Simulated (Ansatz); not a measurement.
Here is the system:

Starting cell, NaBr (rock salt):

```xyz
4
Lattice="0.0000 6.0360 6.0360 3.0180 0.0000 3.0180 3.0180 3.0180 0.0000" Properties=species:S:1:pos:R:3 pbc="T T T"
Br     0.0000     0.0000     0.0000
Br     3.0180     3.0180     6.0360
Na     3.0180     3.0180     3.0180
Na     3.0180     6.0360     6.0360
```

The atoms are displaced by Q × the pattern below (from a DFPT mode at L = (0.5, 0.0, 0.0), largest move 1; Q in Å), at fixed cell. (q is in reciprocal vectors of the primitive cell; the cell shown is doubled to hold the pattern.)

```tsv
atom	x	y	z
Br1	-0.577	0.577	0.577
Br2	0.577	-0.577	-0.577
```

Atoms not listed stay in place.

All values below come from PBE (plane waves to 420 eV, PAW, scalar-relativistic; Ansatz, a quantum-chemistry and plane-wave program). k mesh 5×10×10 (Γ-centred), Fermi-Dirac smearing 0.05 eV. The energy includes the smearing's −TS. NaBr was relaxed with its symmetry unable to fall. The zero of ΔE is the undisplaced structure.

The scan covers Q from -0.100 to 0.100 Å in 13 points.

Q: Which space group does the distorted structure have?

A: R-3m (No. 166), lowered from Fm-3m.

Q: What is the energy change at Q = 0.100 Å?

A: 31.4 meV/cell.

Q: What harmonic wavenumber does the curvature at Q = 0 give?

A: 103 cm⁻¹.

(For displaced atoms, the force is minus the slope of the energy, and its curvature is a force constant, which sets phonon frequencies.)
